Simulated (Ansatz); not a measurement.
# InAs (F-43m) in Ansatz: single point with PBE0

Aim: the single point of InAs with PBE0.

Everything below comes from runs of Ansatz 0.2.0. Logs are shortened: lines on timing, memory, paths and dates and some standing lists are left out, and cuts for length are marked.

**Measured values to compare with.**

From a printed reference work, data compilation, for a bulk crystal of InAs at 4.2 K: band gap 0.418 eV (direct).

How close the calculation comes is told below.

## 1. The structure

Symmetry: F-43m, No. 216, cubic system. The conventional cell has a = 6.036 Å, b = 6.036 Å, c = 6.036 Å, α = 90.00°, β = 90.00°, γ = 90.00°. Around In (site symmetry -43m) lie 4 As at 2.61 Å. As (site symmetry -43m) is surrounded by 4 In at 2.61 Å.

## 2. Single point, PBE0

Input file input:

```
crystal:
  lattice:
    - [0.0, 3.018, 3.018]
    - [3.018, 0.0, 3.018]
    - [3.018, 3.018, 0.0]
  atoms:
    - { symbol: In, position: [0.0, 0.0, 0.0] }
    - { symbol: As, position: [0.75, 0.75, 0.75] }
hamiltonian:
  xc: pbe0
  pseudopotentials: { kind: paw }
kpoints:
  mp_grid: { grid: [6, 6, 6] }
scf:
  occupations: { method: fermi_dirac, width: 0.05 }
output:
  forces: true
  stress: true
  eigenvalues: true
```

Potentials or basis: Ansatz PAW.

The program printed:

```text
Warning: output.stress: scf.convergence.dr2_threshold = 1e-7 eV (the SCF's general default) is looser than the 2e-10 eV advised for a printed stress (1e-10 eV for each atom of the cell: 2). What an SCF threshold leaves in a stress goes as its square root, and in the free energy as the threshold itself, and one threshold admits the most on a small cell: of the crystals measured, under no hybrid functional and no lock of the moments, on runs that ended without the residual-converged pass, on stresses that held no estimate of that error, the worst erred by over 100 MPa in a component at 1e-7 eV an atom and by under 5 at 1e-10. Set scf.convergence.dr2_threshold to 2e-10 eV or tighter. The threshold is an SCF's pass mark: one that does not reach it within its budget of iterations ends unconverged, or closes short of it on a stop that the run arms, and scf.convergence.dr2_threshold's page says what that costs each kind of run
Warning: output.stress: scf.exx.energy_threshold = 1e-6 eV is looser than the 2e-8 eV advised for a stress under a hybrid functional (1e-8 eV for each atom of the cell: 2). Every SCF of the exchange loop can meet its threshold on dr2 while the loop round them stops early: no threshold on dr2 bounds what that leaves in the stress. Set scf.exx.energy_threshold to 2e-8 eV or tighter. The threshold is the loop's pass mark: a loop that does not reach it within its budget of cycles ends unconverged, and scf.exx.energy_threshold's page has the law
GPUs: using 1 of 1 available (devices: 1).
Engine: ansatz 0.2.0, x86_64-unknown-linux-gnu
Pseudopotentials: kind: paw
Pseudopotential: In, paw, valence charge 13, recommended cutoff 420 eV (normal), In.paw.azcp
Pseudopotential: As, paw, valence charge 15, recommended cutoff 420 eV (normal), As.paw.azcp
Functional definition: PBE0
  parameter a = 0.25
  parameter kappa = 0.804
  parameter beta = 0.06672455060314922
  exchange = (1 - a)*pbe_x(kappa = kappa, mu = beta*pi^2/3) + a*exact_x
  correlation = pbe_c(beta = beta)
device memory: the entry about to start is reckoned to put 0.6 GiB on a device that reports 41.9 GiB free (of which the cap on the GPU budget leaves the run 18.0 GiB)
GPU FFT provider: cuFFT
GPU libraries: cuBLAS 13.8.2, cuFFT 12.4.0, cuSOLVER 12.3.4
Crystal: 2 atoms, lattice volume = 54.978 Å³
Basis set: ecut = 420 eV, 1067 PW (Γ), exchange–correlation on 60×60×60 points (8 copies of the dense FFT grid, shifted against one another)
Bands: 18, of which v1, the nominal top of the filled ones, is band 14 counted from 1 (13 counted from 0)
Symmetry: 24 space group operations
Space group: F-43m (ITA 216), of the structure as read, at distance tolerance 3.8e-5 Å
k-points: 16 of 216 (time reversal used)
Non-local potential: In, projectors of the file, l = 0: 2, l = 1: 2, l = 2: 2, l = 3: 2
Non-local potential: As, projectors of the file, l = 0: 2, l = 1: 2, l = 2: 3, l = 3: 1
PAW form: soft (Blöchl's): semilocal exchange-correlation on the pseudo side does not see the compensation charge
PAW frozen core: In, regenerated for the run's functional, and the local potential with it (the file was generated under x = pbe(κ = 0.804, μ = 0.2195149727645171), c = pbe(β = 0.06672455060314922))
PAW frozen core: As, regenerated for the run's functional, and the local potential with it (the file was generated under x = pbe(κ = 0.804, μ = 0.2195149727645171), c = pbe(β = 0.06672455060314922))
PAW one-centre angular grid: In, 590 points (default); XC on 64 Gauss nodes
PAW one-centre angular grid: As, 590 points (default); XC on 64 Gauss nodes
Initial density: superposition of atomic densities (neutral atoms: chi_scale 0, normalization atom), corrected by the library's trained network
Initial wavefunctions: pseudopotential atomic-orbital guess
GPU buffer pool allocated for 27000 grid points (all kernels)
GPU transforms: local potential and band sums: pruned to the plane-wave sphere, on 30×30×30
Functional: x = pbe(κ = 0.804, μ = 0.2195149727645171), c = pbe(β = 0.06672455060314922), warm-up for x = 0.75 pbe(κ = 0.804, μ = 0.2195149727645171) + 0.25 exact, c = pbe(β = 0.06672455060314922)
SCF iter   1: F=—  HF=-10454.401291 eV  |F-HF|=—  |Δ(HF+E_count)|=         —  Δρ=2.34e-3  dr2=6.67e-3  ethr=1.77e-3  ⟨swp⟩=7.1  Hψ=1187  notcnv=0
preconditioner: auto → none  [insulator: Δε(μ)=0.939 eV  Ē_g=14.804 eV  σ=0.050 eV  W_gap=0.67  n_scr=14 (ndim 8)  ℏωp=21.2 eV  f_vac=0.106  D(μ)=0.13/eV (n_scr^D=0)]
iter 2 solved again at ethr=1.36e-6 eV; its pass at ethr=2.38e-5 eV (dr2=3.80e-4 eV) is discarded
SCF iter   2: F=—  HF=-10454.399625 eV  |F-HF|=—  |Δ(HF+E_count)|=   1.67e-3  Δρ=6.85e-4  dr2=4.04e-4  ethr=1.36e-6  ⟨swp⟩=3.9  Hψ=1505  notcnv=0
SCF iter   3: F=—  HF=-10454.399517 eV  |F-HF|=—  |Δ(HF+E_count)|=   1.08e-4  Δρ=2.61e-4  dr2=5.17e-5  ethr=1.36e-6  ⟨swp⟩=3.4  Hψ=704  notcnv=0
SCF iter   4: F=—  HF=-10454.399553 eV  |F-HF|=—  |Δ(HF+E_count)|=   3.66e-5  Δρ=6.09e-5  dr2=2.04e-6  ethr=1.85e-7  ⟨swp⟩=3.2  Hψ=613  notcnv=0
SCF iter   5: F=—  HF=-10454.399556 eV  |F-HF|=—  |Δ(HF+E_count)|=   3.26e-6  Δρ=1.44e-5  dr2=8.94e-8  ethr=7.29e-9  ⟨swp⟩=3.6  Hψ=653  notcnv=0
SCF iter   6: F=—  HF=-10454.399557 eV  |F-HF|=—  |Δ(HF+E_count)|=   2.10e-7  Δρ=5.13e-6  dr2=1.40e-8  ethr=3.19e-10  ⟨swp⟩=4.1  Hψ=851  notcnv=0
SCF iter   7: F=-10454.399557 eV  HF=-10454.399557 eV  |F-HF|=1.55e-10  |Δ(HF+E_count)|=   2.10e-9  Δρ=6.74e-7  dr2=2.52e-10  ethr=5.01e-11  ⟨swp⟩=3.2  Hψ=657  notcnv=0
[... 34 lines left out ...]
GPU FFT provider: cuFFT
GPU libraries: cuBLAS 13.8.2, cuFFT 12.4.0, cuSOLVER 12.3.4
GPU buffer pool allocated for 27000 grid points (all kernels)
GPU transforms: local potential and band sums: pruned to the plane-wave sphere, on 30×30×30
Exchange kernel: α = 0.2500, full range, Wigner–Seitz truncation, v(0) = 18044.2889 eV·Å³, q-mesh 6×6×6, nearest image of the exchange supercell L = 25.61 Å, pair-density grid 18×18×18, without the augmentation charges, whose exchange is taken in its separable form by FFT convolution over the k-point mesh (sized by the pseudopotential files, 24×24×24 at the most), smooth part of the exact exchange by density-matrix convolution in up to 3.99 GiB of GPU memory as planned if the GPU has room (build and FFT work areas not counted)
Frozen-core exchange: fock
SCF iter   1: F=—  HF=-10458.898217 eV  |F-HF|=—  |Δ(HF+E_count)|=         —  Δρ=3.83e-5  dr2=6.97e-6  ethr=4.64e-7  ⟨swp⟩=4.4  Hψ=647  notcnv=0
preconditioner: auto → none  [insulator: Δε(μ)=1.128 eV  Ē_g=17.510 eV  σ=0.050 eV  W_gap=1.00  n_scr=14 (ndim 8)  ℏωp=21.2 eV  f_vac=0.099  D(μ)=0.00/eV (n_scr^D=0)]
SCF iter   2: F=—  HF=-10458.898217 eV  |F-HF|=—  |Δ(HF+E_count)|=   4.88e-8  Δρ=1.28e-5  dr2=6.47e-6  ethr=2.03e-9  ⟨swp⟩=4.0  Hψ=865  notcnv=0
SCF iter   3: F=—  HF=-10458.898370 eV  |F-HF|=—  |Δ(HF+E_count)|=   1.54e-4  Δρ=2.06e-5  dr2=3.52e-7  ethr=2.25e-10  ⟨swp⟩=5.1  Hψ=1079  notcnv=0
SCF iter   4: F=—  HF=-10458.898370 eV  |F-HF|=—  |Δ(HF+E_count)|=   1.24e-7  Δρ=5.96e-6  dr2=5.57e-8  ethr=2.25e-10  ⟨swp⟩=4.0  Hψ=801  notcnv=0
SCF iter   5: F=—  HF=-10458.898370 eV  |F-HF|=—  |Δ(HF+E_count)|=   5.93e-9  Δρ=1.22e-6  dr2=4.04e-8  ethr=6.33e-11  ⟨swp⟩=3.0  Hψ=595  notcnv=0
SCF iter   6: F=-10458.898370 eV  HF=-10458.898370 eV  |F-HF|=3.46e-9  |Δ(HF+E_count)|=   3.11e-7  Δρ=2.94e-6  dr2=7.39e-9  ethr=2.06e-12  ⟨swp⟩=5.3  Hψ=1144  notcnv=0  defer=1
SCF 4 converged in 6 iterations: F = -10458.898370 eV  dr2 = 7.39e-9
  Residual-converged pass: ⟨swp⟩=2.0  Hψ=319  notcnv=0  max |occ|·‖R‖ = 2.2e-6 eV (tolerance 2.4e-6 eV)  dr2=7.39e-9  dr2_onsite=3.21e-10  max |Δocc| = 3.5e-14
hybrid outer 3: dexx = +4.114e-7 eV, tail = 9.87e-8 eV, Δε = 2.28e-3 eV (about 1.54e-4 eV left of the loop's levels)
GPU FFT provider: cuFFT
GPU libraries: cuBLAS 13.8.2, cuFFT 12.4.0, cuSOLVER 12.3.4
GPU buffer pool allocated for 27000 grid points (all kernels)
GPU transforms: local potential and band sums: pruned to the plane-wave sphere, on 30×30×30
Exchange kernel: α = 0.2500, full range, Wigner–Seitz truncation, v(0) = 18044.2889 eV·Å³, q-mesh 6×6×6, nearest image of the exchange supercell L = 25.61 Å, pair-density grid 18×18×18, without the augmentation charges, whose exchange is taken in its separable form by FFT convolution over the k-point mesh (sized by the pseudopotential files, 24×24×24 at the most), smooth part of the exact exchange by density-matrix convolution in up to 3.99 GiB of GPU memory as planned if the GPU has room (build and FFT work areas not counted)
Frozen-core exchange: fock
SCF iter   1: F=—  HF=-10458.898371 eV  |F-HF|=—  |Δ(HF+E_count)|=         —  Δρ=3.70e-6  dr2=1.02e-8  ethr=4.76e-10  ⟨swp⟩=4.3  Hψ=633  notcnv=0
preconditioner: auto → none  [insulator: Δε(μ)=1.130 eV  Ē_g=17.510 eV  σ=0.050 eV  W_gap=1.00  n_scr=14 (ndim 8)  ℏωp=21.2 eV  f_vac=0.099  D(μ)=0.00/eV (n_scr^D=0)]
SCF iter   2: F=-10458.898371 eV  HF=-10458.898371 eV  |F-HF|=2.73e-11  |Δ(HF+E_count)|=   3.84e-9  Δρ=3.30e-7  dr2=6.28e-11  ethr=3.63e-11  ⟨swp⟩=3.0  Hψ=571  notcnv=0
SCF 5 converged in 2 iterations: F = -10458.898371 eV  dr2 = 6.28e-11
  Residual-converged pass: ⟨swp⟩=3.0  Hψ=639  notcnv=0  max |occ|·‖R‖ = 2.4e-6 eV (tolerance 2.4e-6 eV)  dr2=7.19e-11  dr2_onsite=3.35e-11  max |Δocc| = 1.6e-15
hybrid outer 4: dexx = +1.413e-10 eV, tail = 1.88e-10 eV, Δε = 1.69e-4 eV (about 5.43e-5 eV left of the loop's levels), ΔF = 1.85e-17 eV/Å (tail 9.00e-5)
hybrid SCF converged: 4 outer / 17 inner (+7 warm-up), last move |dexx| = 1.41e-10 eV, tail = 1.88e-10 eV
Stability not checked: this state was not tested for a lower state beside it, because the functional holds exact exchange (a hybrid, or Hartree-Fock), whose exchange loop this test does not read (fock_operator; see scf.lower_state_search)
Free energy (F): -10458.898371 eV
Frozen-core exchange: fock
Harris-Foulkes:  -10458.898371 eV  (|F-HF|=2.73e-11)
Internal energy: -10458.898370 eV  (E = F + TS)
E sigma→0 (E₀):  -10458.898370 eV
Entropy (-TS):   -0.000000 eV (-0.000 meV/atom)
Fermi energy:    7.809517 eV
--- Per-component energies (eV) ---
  E_band       = -387.724503
  E_kinetic    = 346.735614
  E_local      = -3269.495951  (includes V_loc(G=0)·N_el)
  E_nonlocal   = -303.392601
  E_hartree    = 1585.433660
  E_xc         = -226.200808
  E_vxc        = -137.680728  (∫ρ·V_xc dr)
  E_exx        = -105.211874  (= α·E_x^exact, valence–valence)
  E_paw        = -5958.701881  (= ΣΔE_a)
  E_vpaw       = 15.665293  (= ΣTr[D̂ρ^β])
  E_aug_tail   = 0.000035  (compensation charges beyond the density's cutoff)
  E_ewald      = -2527.799418
  E_core_change = -0.265145  (= ΣΔE_core)
  E_smearing   = -0.000000  (= −TS)
  E_closure    = -0.000001  (closes the sum)
  Σ components = -10458.898371   (vs F -10458.898371, Δ=0.00e0)
--- Forces (eV/Å), atoms counted from 1 ---
  atom   1  In    -0.00000000     0.00000000     0.00000000
  atom   2  As     0.00000000     0.00000000     0.00000000
  max |Σ_I F_I| component: 1.82e-16 eV/Å
--- Stress (GPa, compression-positive) ---
        2.054645       0.000000      -0.000000
        0.000000       2.054645       0.000000
       -0.000000       0.000000       2.054645
  P = ⅓ Tr σ = 2.0546 GPa (20.546 kbar)
--- Band table (eV; the first three rows and the last of 16) ---
  k-point 0: bands = ["-31.2755", "-31.2755", "-31.2755", "-31.2666", "-31.2666", "-9.0749", "-9.0749", "-9.0749", "-8.9354", "-8.9354", "-5.9642", "7.2169", "7.2169", "7.2169", "8.3469", "12.5431", "12.5431", "12.5431"]
  k-point 1: bands = ["-31.2755", "-31.2755", "-31.2755", "-31.2665", "-31.2665", "-9.1053", "-9.0648", "-9.0648", "-8.9356", "-8.9356", "-5.6542", "4.6094", "6.8693", "6.8693", "9.7697", "12.9840", "13.0310", "13.0310"]
  k-point 2: bands = ["-31.2755", "-31.2754", "-31.2754", "-31.2664", "-31.2664", "-9.1618", "-9.0479", "-9.0479", "-8.9326", "-8.9326", "-4.8732", "1.9913", "6.3261", "6.3261", "9.6558", "13.4060", "13.4060", "14.9805"]
  k-point 15: bands = ["-31.2757", "-31.2753", "-31.2752", "-31.2664", "-31.2662", "-9.2315", "-9.0136", "-8.9965", "-8.9588", "-8.9235", "-3.6702", "0.8788", "4.0563", "4.1396", "11.6101", "12.1283", "15.3070", "15.8305"]
```

Run time: 28 s. Hardware: 1 × NVIDIA H100 80GB HBM3 with 2 threads of AMD EPYC 7R13 (Zen 3), shared host; peak memory 2.7 GiB.

Results:

```
Free energy            : -10458.8984 eV
Pressure               : 2.1 GPa
Band gap on the k mesh : 1.13 eV, direct
```

Caveat: spin-orbit coupling is left out, which moves the levels of the heavy elements; the PAW data sets come from PBE, with cores solved anew for the run's functional, which leaves a small shift of forces and pressure; the thresholds are loose for stress.

## 3. Comparison with measurements

Step 2. Measured gap of InAs: 0.418 eV (direct; 4.2 K; a printed reference work, data compilation). This calculation gives 1.13 eV (+0.71 eV). Spin-orbit coupling on As, In is left out. The value is that of PBE0, without temperature or zero-point motion.
